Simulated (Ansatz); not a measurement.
# Rh (Fm-3m) in Ansatz: further runs

The runs below take Rh through single point, relaxation of cell and atoms, with PBE, PBE+D3(BJ), PBE+D4.

Everything below comes from runs of Ansatz 0.2.0. Logs are shortened: lines on timing, memory, paths and dates and some standing lists are left out, and cuts for length are marked.

## 1. Starting point

It takes space group Fm-3m (No. 225, cubic). Conventional cell: a = 3.796 Å, b = 3.796 Å, c = 3.796 Å, α = 90.00°, β = 90.00°, γ = 90.00°. Rh (site symmetry m-3m) has 12 Rh at 2.68 Å as nearest neighbours.

## 2. Single point, PBE

File input.yaml:

```yaml
crystal:
  lattice:
    - [0.0, 1.89785, 1.89785]
    - [1.89785, 0.0, 1.89785]
    - [1.89785, 1.89785, 0.0]
  atoms:
    - { symbol: Rh, position: [0.0, 0.0, 0.0] }
hamiltonian:
  xc: pbe
  pseudopotentials: { kind: paw }
kpoints:
  mp_grid: { grid: [12, 12, 12] }
scf:
  occupations: { method: gaussian, width: 0.025 }
output:
  forces: true
  stress: true
  eigenvalues: true
```

Potentials or basis: Ansatz PAW.

The run is started by

```
$ ansatz run input.yaml --threads 2 --pin off --max-ram 5632MiB --backend cpu --events-out ev --progress --plain --runs-dir out
```

Standard output:

```text
Warning: RAYON_NUM_THREADS=2 ignored (pool sized by the plan → 2); use --threads N
Engine: ansatz 0.2.0, aarch64-unknown-linux-gnu
Pseudopotentials: kind: paw
Pseudopotential: Rh, paw, valence charge 17, recommended cutoff 420 eV (normal), Rh.paw.azcp
Functional definition: PBE
  parameter kappa = 0.804
  parameter beta = 0.06672455060314922
  exchange = pbe_x(kappa = kappa, mu = beta*pi^2/3)
  correlation = pbe_c(beta = beta)
Crystal: 1 atoms, lattice volume = 13.671 Å³
Basis set: ecut = 420 eV, 283 PW (Γ), exchange–correlation on 36×36×36 points (8 copies of the dense FFT grid, shifted against one another)
Bands: 13, of which v1, the nominal top of the filled ones, is band 9 counted from 1 (8 counted from 0)
Symmetry: 48 space group operations
Space group: Fm-3m (ITA 225), of the structure as read, at distance tolerance 2.4e-5 Å
k-points: 72 of 1728
Non-local potential: Rh, projectors of the file, l = 0: 3, l = 1: 2, l = 2: 2, l = 3: 1
PAW form: soft (Blöchl's): semilocal exchange-correlation on the pseudo side does not see the compensation charge
PAW one-centre angular grid: Rh, 590 points (default); XC on 64 Gauss nodes
Initial density: superposition of atomic densities (neutral atoms: chi_scale 0, normalization atom), corrected by the library's trained network
Initial wavefunctions: pseudopotential atomic-orbital guess
Functional: x = pbe(κ = 0.804, μ = 0.2195149727645171), c = pbe(β = 0.06672455060314922)
SCF iter   1: F=—  HF=-6402.883208 eV  |F-HF|=—  |Δ(HF+E_count)|=         —  Δρ=2.71e-3  dr2=1.69e-4  ethr=1.77e-3  ⟨swp⟩=5.4  Hψ=5283  notcnv=0
preconditioner: auto → none  [insulator: Δε(μ)=0.024 eV  Ē_g=14.069 eV  σ=0.025 eV  W_gap=0.50  n_scr=0 (ndim 8)  ℏωp=30.1 eV  f_vac=0.000  D(μ)=2.11/eV (n_scr^D=26)  ε∞_Penn≈5.6]
SCF iter   2: F=—  HF=-6402.883430 eV  |F-HF|=—  |Δ(HF+E_count)|=   2.22e-4  Δρ=1.39e-3  dr2=4.13e-5  ethr=9.96e-7  ⟨swp⟩=2.7  Hψ=2261  notcnv=0  defer=3
SCF iter   3: F=—  HF=-6402.883481 eV  |F-HF|=—  |Δ(HF+E_count)|=   5.16e-5  Δρ=1.39e-4  dr2=8.98e-7  ethr=2.43e-7  ⟨swp⟩=2.1  Hψ=1239  notcnv=0  defer=3
iter 4 did not close the SCF: its close was put off for the readings that it lacked (scf_convergence_deferred on its scf_iter line)
SCF iter   4: F=-6402.883481 eV  HF=-6402.883481 eV  |F-HF|=2.68e-8  |Δ(HF+E_count)|=   4.41e-8  Δρ=5.13e-5  dr2=8.63e-8  ethr=5.28e-9  ⟨swp⟩=2.4  Hψ=1488  notcnv=0  defer=3
iter 5 did not close the SCF: its close was put off for the readings that it lacked (scf_convergence_deferred on its scf_iter line)
SCF iter   5: F=-6402.883481 eV  HF=-6402.883481 eV  |F-HF|=6.23e-8  |Δ(HF+E_count)|=   2.38e-8  Δρ=2.92e-5  dr2=9.37e-8  ethr=5.08e-10  ⟨swp⟩=2.0  Hψ=1515  notcnv=0  defer=3
SCF iter   6: F=-6402.883481 eV  HF=-6402.883481 eV  |F-HF|=2.26e-10  |Δ(HF+E_count)|=   2.48e-8  Δρ=2.07e-6  dr2=3.30e-10  ethr=5.08e-10  ⟨swp⟩=3.8  Hψ=3585  notcnv=0
SCF 1 converged in 6 iterations: F = -6402.883481 eV  dr2 = 3.30e-10
SCF converged after 6 iterations
Free energy (F): -6402.883481 eV
Harris-Foulkes:  -6402.883481 eV  (|F-HF|=2.26e-10)
Internal energy: -6402.882834 eV  (E = F + TS)
E sigma→0 (E₀):  -6402.883158 eV
Entropy (-TS):   -0.000647 eV (-0.647 meV/atom)
Fermi energy:    22.606253 eV
--- Per-component energies (eV) ---
  E_band       = -83.062698
  E_kinetic    = 573.626833
  E_local      = -1555.937717  (includes V_loc(G=0)·N_el)
  E_nonlocal   = 354.394471
  E_hartree    = 547.346157
  E_xc         = -222.135372
  E_vxc        = -278.896214  (∫ρ·V_xc dr)
  E_paw        = -3586.821844  (= ΣΔE_a)
  E_vpaw       = -270.943862  (= ΣTr[D̂ρ^β])
  E_aug_tail   = 0.000839  (compensation charges beyond the density's cutoff)
  E_ewald      = -2513.356200
  E_smearing   = -0.000647  (= −TS)
  E_closure    = 0.000000  (closes the sum)
  Σ components = -6402.883481   (vs F -6402.883481, Δ=0.00e0)
--- Forces (eV/Å), atoms counted from 1 ---
  atom   1  Rh     0.00000000     0.00000000     0.00000000
  max |Σ_I F_I| component: 5.75e-32 eV/Å
--- Stress (GPa, compression-positive) ---
        7.218078      -0.000000      -0.000000
       -0.000000       7.218078       0.000000
       -0.000000       0.000000       7.218078
  P = ⅓ Tr σ = 7.2181 GPa (72.181 kbar)
--- Band table (eV; the first three rows and the last of 72) ---
  k-point 0: bands = ["-56.3647", "-23.8240", "-23.8240", "-23.8240", "14.5490", "19.4346", "19.4346", "19.4346", "21.5373", "21.5373", "38.3515", "43.7141", "43.7141"]
  k-point 1: bands = ["-56.3570", "-23.8756", "-23.8309", "-23.8309", "14.8273", "19.3157", "19.5415", "19.5415", "21.4803", "21.4803", "38.7441", "42.4075", "44.1202"]
  k-point 2: bands = ["-56.3359", "-24.0156", "-23.8500", "-23.8500", "15.5663", "19.1053", "19.7577", "19.7577", "21.4330", "21.4330", "39.5845", "40.1275", "45.2491"]
  k-point 71: bands = ["-56.2106", "-24.3155", "-24.3155", "-24.1061", "17.4805", "18.7108", "18.7108", "21.3247", "23.5414", "32.2142", "32.2142", "33.8351", "35.2483"]
```

Run time: 1 s. Hardware: 2 threads of Arm Neoverse V1, shared host; peak memory 0.25 GiB.

What came out:

```
Free energy            : -6402.8835 eV
Pressure               : 7.2 GPa
Band gap on the k mesh : none (metal or under the smearing width)
```

## 3. Single point, PBE

Edit input.yaml of step 2 so:

```diff
@@ -13,3 +13,3 @@
 scf:
-  occupations: { method: gaussian, width: 0.025 }
+  occupations: { method: gaussian, width: 0.026 }
 output:
```

Potentials or basis: Ansatz PAW.

The run is started by

```
$ ansatz run input.yaml --threads 2 --pin off --max-ram 5632MiB --backend cpu --events-out ev --progress --plain --runs-dir out
```

Standard output:

```text
Warning: RAYON_NUM_THREADS=2 ignored (pool sized by the plan → 2); use --threads N
[... 8 set-up lines as earlier in the session ...]
Crystal: 1 atoms, lattice volume = 13.671 Å³
Basis set: ecut = 420 eV, 283 PW (Γ), exchange–correlation on 36×36×36 points (8 copies of the dense FFT grid, shifted against one another)
Bands: 13, of which v1, the nominal top of the filled ones, is band 9 counted from 1 (8 counted from 0)
[... 2 set-up lines as earlier in the session ...]
k-points: 72 of 1728
[... 2 set-up lines as earlier in the session ...]
[... 24 lines left out ...]
  E_kinetic    = 573.626680
  E_local      = -1555.937121  (includes V_loc(G=0)·N_el)
  E_nonlocal   = 354.394324
  E_hartree    = 547.345773
  E_xc         = -222.135358
  E_vxc        = -278.896197  (∫ρ·V_xc dr)
  E_paw        = -3586.821755  (= ΣΔE_a)
  E_vpaw       = -270.943724  (= ΣTr[D̂ρ^β])
  E_aug_tail   = 0.000839  (compensation charges beyond the density's cutoff)
  E_ewald      = -2513.356200
  E_smearing   = -0.000689  (= −TS)
  E_closure    = -0.000000  (closes the sum)
  Σ components = -6402.883507   (vs F -6402.883507, Δ=0.00e0)
--- Forces (eV/Å), atoms counted from 1 ---
  atom   1  Rh     0.00000000     0.00000000     0.00000000
  max |Σ_I F_I| component: 6.16e-32 eV/Å
--- Stress (GPa, compression-positive) ---
        7.218058       0.000000       0.000000
       -0.000000       7.218058      -0.000000
        0.000000       0.000000       7.218058
  P = ⅓ Tr σ = 7.2181 GPa (72.181 kbar)
--- Band table (eV; the first three rows and the last of 72) ---
  k-point 0: bands = ["-56.3647", "-23.8240", "-23.8240", "-23.8240", "14.5490", "19.4346", "19.4346", "19.4346", "21.5373", "21.5373", "38.3515", "43.7141", "43.7141"]
  k-point 1: bands = ["-56.3570", "-23.8756", "-23.8309", "-23.8309", "14.8273", "19.3157", "19.5415", "19.5415", "21.4803", "21.4803", "38.7442", "42.4074", "44.1202"]
  k-point 2: bands = ["-56.3359", "-24.0156", "-23.8500", "-23.8500", "15.5663", "19.1053", "19.7576", "19.7576", "21.4330", "21.4330", "39.5845", "40.1275", "45.2491"]
  k-point 71: bands = ["-56.2106", "-24.3155", "-24.3155", "-24.1062", "17.4805", "18.7108", "18.7108", "21.3247", "23.5414", "32.2142", "32.2142", "33.8351", "35.2483"]
```

Run time: 0.57 s. Hardware: 2 threads of Arm Neoverse V1, shared host; peak memory 0.26 GiB.

What came out:

* Free energy: -6402.8835 eV
* Pressure: 7.2 GPa
* Band gap on the k mesh: none (metal or under the smearing width)

## 4. Relaxation of cell and atoms, PBE+D3(BJ)

Edit input.yaml of step 3 so:

```diff
@@ -10,2 +10,3 @@
   pseudopotentials: { kind: paw }
+  dispersion: d3bj
 kpoints:
@@ -13,3 +14,3 @@
 scf:
-  occupations: { method: gaussian, width: 0.026 }
+  occupations: { method: fermi_dirac, width: 0.05 }
 output:
@@ -17,2 +18,5 @@
   stress: true
-  eigenvalues: true
+relax:
+  f_tol: 0.01
+  max_steps: 40
+  cell: { stress_tol: 0.05 }
```

The run is started by

```
$ ansatz run input.yaml --threads 2 --pin off --max-ram 5632MiB --backend cpu --events-out ev --progress --plain --runs-dir out
```

It took 1.6 s on 2 threads of Arm Neoverse V1, shared host; peak memory 0.27 GiB.

It converged, with:

| Property | Result |
| --- | --- |
| Free energy | -6403.5392 eV |
| Relaxed volume | 13.64 Å³/atom |
| Relaxed cell | a = 2.682 Å, b = 2.682 Å, c = 2.682 Å, α = 60.00°, β = 60.00°, γ = 60.00° |
| Space group after relaxing (to 0.05 Å) | Fm-3m (No. 225) |
| Energy gained by relaxing | 0.1 meV/atom |
| Ionic steps | 4 |
| Pressure after relaxing | 0.0 GPa |

Final structure:
```
Rh
1.0
     0.00000    1.89634    1.89634
     1.89634    0.00000    1.89634
     1.89634    1.89634    0.00000
Rh
1
Direct
  0.00000 0.00000 0.00000
```

Caveat: the plane-wave basis is chosen anew once the cell has moved, so the energies of steps on either side of that aren't comparable.

## 5. Relaxation of cell and atoms, PBE+D4

Edit input.yaml of step 4 so:

```diff
@@ -10,3 +10,3 @@
   pseudopotentials: { kind: paw }
-  dispersion: d3bj
+  dispersion: d4
 kpoints:
@@ -18,2 +18,6 @@
   stress: true
+  write_density: true
+  write_potential: true
+  elf: true
+  volumetric_format: npy
 relax:
```

The run is started by

```
$ ansatz run input.yaml --threads 2 --pin off --max-ram 5632MiB --backend cpu --events-out ev --progress --plain --runs-dir out
```

Wall time 2.5 s (2 threads of Arm Neoverse V1, shared host); peak memory 0.28 GiB.

It converged, with:

* Free energy: -6403.7376 eV
* Relaxed volume: 13.59 Å³/atom
* Relaxed cell: a = 2.679 Å, b = 2.679 Å, c = 2.679 Å, α = 60.00°, β = 60.00°, γ = 60.00°
* Space group after relaxing (to 0.05 Å): Fm-3m (No. 225)
* Energy gained by relaxing: 0.4 meV/atom
* Ionic steps: 4
* Pressure after relaxing: 0.0 GPa
* Band gap on the k mesh: none (metal or under the smearing width)

The path:
```csv
step,energy change (eV),largest force (eV/Å),volume (Å³)
1,0.0000,0.0000,13.67
2,-0.0003,0.0000,13.52
3,-0.0005,0.0000,13.59
4,-0.0004,0.0000,13.59
```

Final structure:
```yaml
crystal:
  lattice:
    - [0.00000, 1.89404, 1.89404]
    - [1.89404, 0.00000, 1.89404]
    - [1.89404, 1.89404, 0.00000]
  atoms:
    - { symbol: Rh, position: [0.00000, 0.00000, 0.00000] }
```

Levels at points of the mesh, in eV from the Fermi level:
```csv
k point,band 6,band 7,band 8,band 9,band 10,band 11
"(0.00, 0.00, 0.00)",-3.16,-3.16,-3.16,-1.04,-1.04,15.78
"(0.00, 0.00, -0.50)",-3.24,-3.24,0.56,0.56,0.71,8.74
"(0.00, -0.50, -0.50)",-6.07,0.53,0.99,0.99,3.27,12.39
```

Caveat: the plane-wave basis is chosen anew once the cell has moved, so the energies of steps on either side of that aren't comparable; pairwise dispersion overbinds metals, which lowers pressure and volume.

## 6. The runs side by side

```csv
task,level,cell,smearing,gap on the mesh (eV),pressure (GPa),relaxed volume (Å³/atom)
single point,PBE,as given,gaussian 0.025 eV,none,7.2,-
single point,PBE,as given,gaussian 0.026 eV,none,7.2,-
relaxation of cell and atoms,PBE+D3(BJ),relaxed,fermi-dirac 0.05 eV,-,0.0,13.64
relaxation of cell and atoms,PBE+D4,relaxed,fermi-dirac 0.05 eV,none,0.0,13.59
```

Alike in all rows: potentials or basis Ansatz PAW; no spin polarisation; k mesh 12 × 12 × 12; cutoff (eV) 420.

Caveats: the plane-wave basis is chosen anew once the cell has moved, so the energies of steps on either side of that aren't comparable (some runs); pairwise dispersion overbinds metals, which lowers pressure and volume (some runs).

Absolute energies hang on the potentials; compare differences alone.
